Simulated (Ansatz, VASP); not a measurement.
**One calculation of MgSb2, two programs**

INCAR

```
SYSTEM = MgSb2
  PREC = Accurate
  ENCUT = 520
  EDIFF = 1E-6
  ISMEAR = -1
  SIGMA = 0.1
  LREAL = .FALSE.
  LASPH = .TRUE.
  NELM = 100
  ALGO = Normal
  ISIF = 2
  LWAVE = .FALSE.
  LCHARG = .FALSE.
  NBANDS = 21
```

KPOINTS

```
regular mesh
0
G
  4 4 4
  0 0 0
```

File POSCAR:

```
MgSb2
1.0
    4.6976220000     -2.9410680000      0.0000000000
    4.6976220000      2.9410680000      0.0000000000
    0.0000000000      0.0000000000      5.6069510000
Mg Sb
2 4
Direct
    0.3158830000      0.6841170000      0.7500000000
    0.6841170000      0.3158830000      0.2500000000
    0.6345660000      0.0337820000      0.7500000000
    0.9662180000      0.3654340000      0.7500000000
    0.0337820000      0.6345660000      0.2500000000
    0.3654340000      0.9662180000      0.2500000000
```

Input for Ansatz:

```yaml
crystal:
  lattice:
    - [4.697622, -2.941068, 0.0]
    - [4.697622, 2.941068, 0.0]
    - [0.0, 0.0, 5.606951]
  atoms:
    - { symbol: Mg, position: [0.315883, 0.684117, 0.75] }
    - { symbol: Mg, position: [0.684117, 0.315883, 0.25] }
    - { symbol: Sb, position: [0.634566, 0.033781999999999965, 0.75] }
    - { symbol: Sb, position: [0.9662179999999999, 0.3654339999999999, 0.75] }
    - { symbol: Sb, position: [0.033781999999999965, 0.634566, 0.25] }
    - { symbol: Sb, position: [0.3654339999999999, 0.9662179999999999, 0.25] }
basis:
  ecutwfc: 557.833418042754
kpoints:
  mp_grid:
    grid: [4, 4, 4]
hamiltonian:
  xc: lda
  pseudopotentials:
    kind: paw
scf:
  occupations:
    method: fermi_dirac
    width: 0.1
output:
  stress: true
```

The cell comes from a database or a generator and needn't be the stable form of this composition.

Alike in both runs: task single point; functional LDA; k mesh 4 × 4 × 4; occupations fermi-dirac, width 0.1 eV; no spin polarisation.

|  | VASP | Ansatz |
| --- | --- | --- |
| version | VASP 6.6.1 | Ansatz 0.2.0 |
| potentials or method | VASP PAW LDA potentials, release 64 (Mg, Sb) | plane waves, PAW |
| plane-wave cutoff (eV) | 520 | 558 |
| valence electrons in the cell | 24 | 80 |

```csv
,VASP,Ansatz,Ansatz less VASP
pressure (GPa),-3.5,-3.5,+0.05
largest component of the traceless stress (GPa),1.10,1.04,-0.059
```

The two sets of potentials don't hold the same shells in valence.

The runs have no spin-orbit coupling, so splittings on Sb are missing.
